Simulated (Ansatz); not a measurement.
## Lattice dynamics of Y2C monolayer

How does Y2C monolayer vibrate, and is this structure a minimum?

Method: DFT PBE, scalar-relativistic, plane waves, PAW, in Ansatz 0.2.0.

This is a report of a sequence of runs, with most program output left out.

### Step 1. The structure

The cell holds 3 atoms: 1 C and 2 Y. Cell: a = 3.600 Å, b = 3.600 Å, c = 20.000 Å, α = 90.0°, β = 90.0°, γ = 120.0°. Vacuum lies along c.

### Step 2. Coarse relaxation

A rough relaxation comes first, because large forces or stress need no tight tolerances yet.

The program solves this slab on a cell height of its own, 28.6 Å, in place of the one typed.

Contents of input.yaml:

```yaml
crystal:
  lattice:
    - [3.6, 0.0, 0.0]
    - [-1.8, 3.11769, 0.0]
    - [0.0, 0.0, 20.0]
  atoms:
    - { symbol: C, position: [0.0, 0.0, 0.5] }
    - { symbol: "Y", position: [0.333333, 0.666667, 0.56] }
    - { symbol: "Y", position: [0.666667, 0.333333, 0.44] }
  periodic: [true, true, false]
kpoints:
  mp_grid: { grid: [6, 6, 1] }
hamiltonian:
  xc: pbe
scf:
  occupations: { method: gaussian, width: 0.1 }
output:
  forces: true
  stress: true
  eigenvalues: true
relax:
  adjacent_minimum: "off"
  f_tol: 0.05
  max_steps: 80
  cell: { stress_2d_tol: 0.02 }
```

The run is started by

```console
> ansatz run input.yaml --threads 8 --pin off --max-ram 14336MiB --backend cpu --events-out ev --progress --plain --runs-dir out
```

Wall time 3.7 s (8 threads of Arm Neoverse V2, shared host); peak memory 0.59 GiB; 23 s of CPU time.

The steps of the relaxation:

```
step  energy less that of the first step (eV)  largest force component (eV/Å)  volume (Å³)
   1                                   0.0000                          1.5924       321.00
   2                                  -0.1407                          0.7560       321.13
   3                                  -0.1971                          0.0678       318.08
   4                                  -0.2000                          0.0181       315.22
   5                                  -0.2002                          0.0033       314.41
  6*                                  -0.1996                          0.0033       314.41
```

Relaxation steps marked * repeat the geometry before them on a plane-wave basis chosen anew for their cell, so energy and pressure can jump there.

The run keeps the 12 symmetry operations that it works with, so distortions that break them were not tested.

```
cell as run  before  after  change
      a (Å)   3.600  3.563  -1.0 %
      b (Å)   3.600  3.563  -1.0 %
```

The atoms that moved most (Å, along periodic axes as changes of fractional coordinates times the final cell, across vacuum about the mean position):

```
atom     dx     dy      dz  length
  Y2  0.000  0.000   0.139   0.139
  Y3  0.000  0.000  -0.139   0.139
```

Final coordinates:

```xyz
3
Lattice="3.5628 0.0000 0.0000 -1.7814 3.0855 0.0000 0.0000 0.0000 28.6000" Properties=species:S:1:pos:R:3
C     0.0000    0.0000   10.0000
Y     0.0000    2.0570   11.3394
Y     1.7814    1.0285    8.6606
```

This step gave:

```yaml
gap_on_the_k_mesh: 0 eV
area_per_atom: 3.664 Å²
```

The relaxation ends with a largest force component of 0.0033 eV/Å.

### Step 3. Relaxation

The cell and atoms are relaxed, since residual forces and stress would shift the frequencies.

input.yaml, the sections that differ from step 2:

```yaml
crystal:
  lattice:
    - [3.5628412865, 0.0, 0.0]
    - [-1.7814206432, 3.0855110637, 0.0]
    - [0.0, 0.0, 28.6]
  atoms:
    - { symbol: C, position: [0.0, 0.0, 0.3496503497] }
    - { symbol: "Y", position: [0.3333333333, 0.6666666667, 0.3964828953] }
    - { symbol: "Y", position: [0.6666666667, 0.3333333333, 0.302817804] }
  periodic: [true, true, false]
kpoints:
  mp_grid: { grid: [15, 15, 1] }
relax:
  adjacent_minimum: "off"
  f_tol: 0.005
  max_steps: 80
  cell: { stress_2d_tol: 0.02 }
# hamiltonian, scf, output: as in step 2
```

Elapsed: 8.7 s, on 8 threads; peak memory 0.81 GiB; 62 s of CPU time.

Relaxation path:

```
step  energy less that of the first step (eV)  largest force component (eV/Å)  volume (Å³)
   1                                   0.0000                          0.0964       314.41
   2                                   0.0124                          0.4340       310.40
   3                                  -0.0016                          0.0097       313.02
   4                                  -0.0017                          0.0115       312.54
   5                                  -0.0018                          0.0001       312.21
  6*                                  -0.0016                          0.0001       312.21
```

Relaxation steps marked * repeat the geometry before them on a plane-wave basis chosen anew for their cell, so energy and pressure can jump there. Relaxation step 2 was tried and not accepted.

The run keeps the 12 symmetry operations that it works with, so distortions that break them were not tested.

```
cell as run  before  after  change
      a (Å)   3.563  3.550  -0.3 %
      b (Å)   3.563  3.550  -0.3 %
```

The atoms that moved most (Å, along periodic axes as changes of fractional coordinates times the final cell, across vacuum about the mean position):

```
atom     dx     dy      dz  length
  Y2  0.000  0.000   0.011   0.011
  Y3  0.000  0.000  -0.011   0.011
```

Final coordinates:

```cif
data_structure
_symmetry_space_group_name_H-M 'P 1'
_symmetry_Int_Tables_number 1
_cell_length_a 3.5504
_cell_length_b 3.5504
_cell_length_c 28.6000
_cell_angle_alpha 90.000
_cell_angle_beta 90.000
_cell_angle_gamma 120.000
_cell_volume 312.21
loop_
_atom_site_label
_atom_site_type_symbol
_atom_site_fract_x
_atom_site_fract_y
_atom_site_fract_z
_atom_site_occupancy
C1 C 0.00000 0.00000 0.34965 1
Y2 Y 0.33333 0.66667 0.39686 1
Y3 Y 0.66667 0.33333 0.30244 1
```

Numbers from this step:

```
area per atom : 3.639 Å²
```

The relaxation ends with a largest force component of 8.4e-5 eV/Å.

### Step 4. Relaxing to small forces for the phonons

Phonons need a cell at rest on their own settings, so the relaxation is repeated with tight tolerances on forces and stress, using the mesh and the filling of the phonon run that follows.

Contents of input.yaml:

```yaml
crystal:
  lattice:
    - [3.5503956222, 0.0, 0.0]
    - [-1.7751978111, 3.0747328024, 0.0]
    - [0.0, 0.0, 28.6]
  atoms:
    - { symbol: C, position: [0.0, 0.0, 0.3496503497] }
    - { symbol: "Y", position: [0.3333333333, 0.6666666667, 0.3968580174] }
    - { symbol: "Y", position: [0.6666666667, 0.3333333333, 0.3024426819] }
  periodic: [true, true, false]
kpoints:
  mp_grid: { grid: [18, 18, 1] }
hamiltonian:
  xc: pbe
scf:
  occupations: { method: methfessel_paxton, width: 0.15 }
output:
  forces: true
  stress: true
  eigenvalues: true
  write_density: true
  write_potential: true
  elf: true
  volumetric_format: npy
relax:
  adjacent_minimum: "off"
  f_tol: 0.001
  max_steps: 60
  cell: { stress_2d_tol: 0.002 }
```

The job ended after 9.9 s (8 threads; peak memory 0.81 GiB).

Little changed from the start: no atom moved by 0.005 Å and no cell edge by 0.1 %.

This step gave:

* area per atom: 3.635 Å²

ELF in the ac plane at fractional y = 0.333, with atoms of Y within 0.2 Å of it. It is the smooth field of the valence electrons, not physical close to the nuclei.

Ten even steps from '_' (0.00) to '@' (0.80), each cell a mean:
```
____________________________
____________________________
____________________________
____________________________
____________________________
____________________________
____________________________
____________________________
____________________________
____________________________
____________________________
::::::::::::::::::::::::::::
++========++****######****++
............::--==++++==::..
::::----::....::::----::....
++######**==--::::----::::==
::--==--::--##@@@@%%%%@@%%++
..::----....--++++****++==::
++******++==--::::::::::--==
::::::::::::::::........::::
____________________________
____________________________
____________________________
____________________________
```
Columns run along a (3.5 Å), rows up along c (28.6 Å). Atoms in or near the plane, at fractional coordinates: Y at (0.67, 0.30).

Electrostatic potential energy in the ac plane at fractional y = 0.333, with atoms of Y within 0.2 Å of it. With pseudopotentials it is smooth inside the atoms' cores, unlike the true potential.

Ten even steps from '_' (-20 eV) to '@' (0 eV), each cell a mean:
```
@@@@@@@@@@@@@@@@@@@@@@@@@@@@
@@@@@@@@@@@@@@@@@@@@@@@@@@@@
@@@@@@@@@@@@@@@@@@@@@@@@@@@@
@@@@@@@@@@@@@@@@@@@@@@@@@@@@
@@@@@@@@@@@@@@@@@@@@@@@@@@@@
@@@@@@@@@@@@@@@@@@@@@@@@@@@@
@@@@@@@@@@@@@@@@@@@@@@@@@@@@
@@@@@@@@@@@@@@@@@@@@@@@@@@@@
@@@@@@@@@@@@@@@@@@@@@@@@@@@@
@@@@@@@@@@@@@@@@@@@@@@@@@@@@
@@@@@@@@@@@@@@@@@@@@@@@@@@@@
@@@@@@@@@@@@@@@@@@@@@@@@@@@@
@@@@@@@@@@@@@@@@@@@@@@@@@@@@
##******####%%%%%%%%%%%%%%##
++==----==**##%%%%%%%%%%##**
%%%%%%%%%%%%##****++++**##%%
**##%%%%**--______________..
##%%%%%%##**==--::::::--==++
@@@@@@@@@@@@@@@@@@%%%%@@@@@@
@@@@@@@@@@@@@@@@@@@@@@@@@@@@
@@@@@@@@@@@@@@@@@@@@@@@@@@@@
@@@@@@@@@@@@@@@@@@@@@@@@@@@@
@@@@@@@@@@@@@@@@@@@@@@@@@@@@
@@@@@@@@@@@@@@@@@@@@@@@@@@@@
```
Columns run along a (3.5 Å; values clipped at the 3rd and 97th percentile), rows up along c (28.6 Å). Atoms in or near the plane, at fractional coordinates: Y at (0.67, 0.30).

Valence density in the ac plane at fractional y = 0.333, with atoms of Y within 0.2 Å of it. It is the smooth field of the valence electrons, not physical close to the nuclei.

Values in e/Å³, 24 rows by 14 columns, each cell a mean:
```
0.0 0.0 0.0 0.0 0.0 0.0 0.0 0.0 0.0 0.0 0.0 0.0 0.0 0.0
0.0 0.0 0.0 0.0 0.0 0.0 0.0 0.0 0.0 0.0 0.0 0.0 0.0 0.0
0.0 0.0 0.0 0.0 0.0 0.0 0.0 0.0 0.0 0.0 0.0 0.0 0.0 0.0
0.0 0.0 0.0 0.0 0.0 0.0 0.0 0.0 0.0 0.0 0.0 0.0 0.0 0.0
0.0 0.0 0.0 0.0 0.0 0.0 0.0 0.0 0.0 0.0 0.0 0.0 0.0 0.0
0.0 0.0 0.0 0.0 0.0 0.0 0.0 0.0 0.0 0.0 0.0 0.0 0.0 0.0
0.0 0.0 0.0 0.0 0.0 0.0 0.0 0.0 0.0 0.0 0.0 0.0 0.0 0.0
0.0 0.0 0.0 0.0 0.0 0.0 0.0 0.0 0.0 0.0 0.0 0.0 0.0 0.0
0.0 0.0 0.0 0.0 0.0 0.0 0.0 0.0 0.0 0.0 0.0 0.0 0.0 0.0
0.0 0.0 0.0 0.0 0.0 0.0 0.0 0.0 0.0 0.0 0.0 0.0 0.0 0.0
0.0 0.0 0.0 0.0 0.0 0.0 0.0 0.0 0.0 0.0 0.0 0.0 0.0 0.0
0.0 0.0 0.0 0.0 0.0 0.0 0.0 0.0 0.0 0.0 0.0 0.0 0.0 0.0
0.0 0.0 0.0 0.0 0.0 0.0 0.0 0.0 0.0 0.0 0.0 0.0 0.0 0.0
0.1 0.1 0.1 0.1 0.1 0.1 0.1 0.0 0.0 0.0 0.0 0.0 0.1 0.1
0.2 0.3 0.4 0.4 0.3 0.2 0.1 0.1 0.1 0.1 0.1 0.1 0.1 0.2
0.3 0.3 0.4 0.3 0.3 0.2 0.2 0.2 0.3 0.3 0.3 0.2 0.2 0.2
0.2 0.2 0.2 0.2 0.2 0.4 0.9 2.2 3.0 3.2 3.2 2.6 1.5 0.6
0.1 0.1 0.1 0.1 0.1 0.1 0.2 0.6 0.9 1.1 1.0 0.7 0.4 0.2
0.0 0.0 0.0 0.0 0.0 0.0 0.0 0.0 0.0 0.0 0.0 0.0 0.0 0.0
0.0 0.0 0.0 0.0 0.0 0.0 0.0 0.0 0.0 0.0 0.0 0.0 0.0 0.0
0.0 0.0 0.0 0.0 0.0 0.0 0.0 0.0 0.0 0.0 0.0 0.0 0.0 0.0
0.0 0.0 0.0 0.0 0.0 0.0 0.0 0.0 0.0 0.0 0.0 0.0 0.0 0.0
0.0 0.0 0.0 0.0 0.0 0.0 0.0 0.0 0.0 0.0 0.0 0.0 0.0 0.0
0.0 0.0 0.0 0.0 0.0 0.0 0.0 0.0 0.0 0.0 0.0 0.0 0.0 0.0
```
Columns run along a (3.5 Å), rows up along c (28.6 Å). Atoms in or near the plane, at fractional coordinates: Y at (0.67, 0.30).

The largest force component left is 0.029 meV/Å, within the tolerances set.

### Step 5. Zone-centre response

The zone centre comes first: it holds the modes that light can see, as far as symmetry allows. No field response is asked, since the mesh shows no gap.

input.yaml, the sections that differ from step 4:

```yaml
crystal:
  lattice:
    - [3.5486746656, 0.0, 0.0]
    - [-1.7743373328, 3.0732424102, 0.0]
    - [0.0, 0.0, 28.6]
  atoms:
    - { symbol: C, position: [0.0, 0.0, 0.3496503497] }
    - { symbol: "Y", position: [0.3333333333, 0.6666666667, 0.3968657332] }
    - { symbol: "Y", position: [0.6666666667, 0.3333333333, 0.3024349661] }
  periodic: [true, true, false]
output:
  eigenvalues: true
phonons:
  method: dfpt
# kpoints, hamiltonian, scf: as in step 4
# relax: removed
```

The job ended after 49 s (8 threads; peak memory 2 GiB; 6 min of CPU time).

This step gave:

```
sum-rule residual before enforcement                    : 5.34e-5 eV/Å²
point group                                             : -3m
highest optical mode at the zone centre (no LO-TO term) : 392 cm⁻¹
lowest optical zone-centre mode                         : 128.6 cm⁻¹
```

Patterns of degenerate modes are one choice out of their space. The modes at Γ (shares of kinetic energy by element, %):

```
mode  frequency (cm⁻¹)  symmetry  C %  Y %
   1               0.0  acoustic    6   94
   2               0.0  acoustic    6   94
   3               0.0  acoustic    6   94
   4             128.6        Eg    0  100
   5             128.6        Eg    0  100
   6             205.1       A1g    0  100
   7             221.9       A2u   94    6
   8             392.0        Eu   94    6
   9             392.0        Eu   94    6
```

Displacements in mode 5 (128.6 cm⁻¹), the largest set to 1:
```
C1   0.00  0.00  0.00
Y2  -0.42  1.00  0.00
Y3   0.42 -1.00  0.00
```

Displacements in mode 9 (392.0 cm⁻¹), the largest set to 1:
```
C1   0.00  1.00  0.00
Y2   0.00 -0.07  0.00
Y3   0.00 -0.07  0.00
```

Before it was imposed, the acoustic sum rule was missed by 5.3e-5 eV/Å². Small misses are needed for a sound result but don't prove that mesh and cutoff are converged. The lowest optical mode is real, 129 cm⁻¹.

### Step 6. Phonons on a q mesh

Stability and thermal properties need the whole zone. Linear response on a 6×6×1 q mesh gives force constants as far as a supercell of that size would.

input.yaml, as its differences from that of step 5:

```diff
@@ -20 +20,10 @@
   method: dfpt
+  qmesh: [6, 6, 1]
+  temperatures: { t_max: 1000, t_step: 50 }
+  qpath:
+    path:
+      - [0.0, 0.0, 0.0]
+      - [0.5, 0.0, 0.0]
+      - [0.33333333, 0.33333333, 0.0]
+      - [0.0, 0.0, 0.0]
+    npoints: 10
```

The job ended after 11 min (8 threads; peak memory 3.7 GiB).

Numbers from this step:

- sum-rule residual before enforcement: 6.25e-5 eV/Å²
- lowest frequency on the path: 0 cm⁻¹
- highest frequency on the path or at a solved wavevector: 484.3 cm⁻¹
- mean frequency: 221.6 cm⁻¹
- lowest mode on the q mesh (acoustic modes at Γ apart): 29.83 cm⁻¹
- zero-point energy per atom: 41.18 meV
- heat capacity at 300 K: 22.21 J/(mol atoms K)
- vibrational entropy at 300 K: 29.62 J/(mol atoms K)

Frequencies (cm⁻¹) solved at each irreducible wavevector; negative means imaginary. Frequencies by wavevector, by row:

```
q in reciprocal lattice units  star  mode 1  mode 2  mode 3  mode 4  mode 5  mode 6  mode 7  mode 8  mode 9
                        0 0 0     1       0       0       0   128.6   128.6   205.1   221.9     392     392
                   0 0.1667 0     6    29.8    59.6    89.1   133.2   141.2   198.1   304.9   383.4   398.5
                   0 0.3333 0     6    88.2   104.7   120.8   135.2   161.8   197.6   355.6   381.7   450.8
                     0 -0.5 0     3   118.2   126.6     135   136.4   183.1     195   357.4   383.4   484.3
              0.1667 0.1667 0     6    70.1    99.9   119.6   139.6   154.7   196.2   347.3   391.2   430.7
              0.1667 0.3333 0    12   117.2   126.7   132.9   149.2   170.7   193.3   362.1   402.3   466.2
              0.3333 0.3333 0     2   137.7   137.7   138.7   167.3   167.3   184.9   353.1   438.8   438.8
```

Interpolated from a 6×6×1 q mesh. Phonon branches along the path, in cm⁻¹:

```
  point  branch 1  branch 2  branch 3  branch 4  branch 5  branch 6  branch 7  branch 8  branch 9
      Γ         0         0         0       129       129       205       222       392       392
halfway        58        85       110       135       152       196       339       381       421
      M       118       127       135       136       183       195       357       383       484
halfway       125       132       135       148       177       192       361       403       471
      K       138       138       139       167       167       185       353       439       439
halfway        70       100       120       140       155       196       347       391       431
      Γ         0         0         0       129       129       205       222       392       392
```

(Part 1 of 2 ends here.)

[Logs are printed without paths, hosts, clocks, repeated set-up lines and the standing remarks that a program may print on its own settings, such as how far it seeks lower states.]

[Hosts, paths, dates, database ids (printed as entryN), source tags and the programs' standing remarks are cut or masked in the printed files.]
